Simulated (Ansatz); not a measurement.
The system is CuO.

```xyz
4
Lattice="1.9910 -2.1536 0.0000 1.9910 2.1536 0.0000 0.0000 0.0000 5.1559" Properties=species:S:1:pos:R:3 pbc="T T T"
Cu    0.9955   -1.0768    0.0000
Cu    0.9955    1.0768    2.5780
O     1.9910    0.0000    1.2890
O     1.9910    0.0000    3.8669
```

Measurements of this composition are mostly on another form, of space group No. 15.

Base run:

```yaml
Program: Ansatz 0.2.0
Functional: PBEsol
Potentials_or_basis: Ansatz PAW
Cutoff: "420 eV (not typed: the program's choice for these potentials)"
k_mesh: 9 × 9 × 5
Occupations: fermi-dirac, width 0.05 eV
Spin: no spin polarisation
Hubbard_terms: Cu d U = 4.5 eV
```

Its results: band gap on the k mesh none (metal or under the smearing width); pressure -3.7 GPa.

Q: The run is repeated on the same cell with these changes: functional from PBEsol to LDA. What comes out?

A: Band gap on the k mesh none (metal or under the smearing width); pressure -9.8 GPa.

LDA binds more tightly than PBEsol, so the same cell stands under less pressure.

Caveats: the run has no spin polarisation, though such a crystal can be magnetic; U without spin polarisation on a metal has little footing; the PAW data sets come from PBE, with cores solved anew for the run's functional, which leaves a small shift of forces and pressure.
